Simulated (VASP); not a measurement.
Write the native input for VASP 6.6.1 that does the following.

```yaml
Task: relaxation of cell and atoms
Functional: PBE
Potentials_or_basis: VASP PAW PBE potentials, release 64 (Sn_d, Se)
Cutoff: 600 eV
k_mesh: 10 × 10 × 10
Occupations: gaussian, width 0.1 eV
Spin: no spin polarisation
Further_INCAR_settings: ALGO = Normal; EDIFF = 1e-07; IBRION = 2; EDIFFG = -0.005; NSW = 90; ISIF = 3
```

The structure of SnSe lies in POSCAR:

```
SnSe
1.0
    0.0000000000      3.0104337100      3.0104337100
    3.0104337100      0.0000000000      3.0104337100
    3.0104337100      3.0104337100      0.0000000000
Sn Se
1 1
Direct
    0.0000000000      0.0000000000      0.0000000000
    0.5000000000      0.5000000000      0.5000000000
```

Measurements of this composition are mostly on another form, of space group No. 62.

These files were run (other wordings do the same):

INCAR

```
SYSTEM = SnSe
ALGO = Normal
EDIFF = 1E-7
EDIFFG = -0.005
ENCUT = 600
GGA = PE
IBRION = 2
ISIF = 3
ISMEAR = 0
LASPH = .True.
LCHARG = .False.
LREAL = .False.
LWAVE = .False.
NELM = 80
NSW = 90
PREC = Accurate
SIGMA = 0.1
```

KPOINTS

```
k-points
0
Gamma
  10 10 10
  0 0 0
```

Potentials or basis: VASP PAW PBE potentials, release 64 (Sn_d, Se).

The run is started by

```console
$ cat potpaw_PBE.64/Sn_d/POTCAR potpaw_PBE.64/Se/POTCAR > POTCAR
$ mpirun -np 1 vasp_std > vasp.out
```

It gave:

- Relaxed volume: 27.84 Å³/atom
- Relaxed cell: a = 4.286 Å, b = 4.286 Å, c = 4.286 Å, α = 60.00°, β = 60.00°, γ = 60.00°
- Space group after relaxing (to 0.05 Å): Fm-3m (No. 225)
- Energy gained by relaxing: 1.8 meV/atom
- Ionic steps: 3
- Pressure after relaxing: 0.0 GPa
- Band gap on the k mesh: 0.49 eV, indirect (least direct gap 0.49 eV)

Caveat: spin-orbit coupling is left out, which moves the levels of the heavy elements.

Run time: 42 s on 1 thread of Intel(R) Xeon(R) 6975P-C (Granite Rapids) (shared host), peak memory 0.24 GiB.
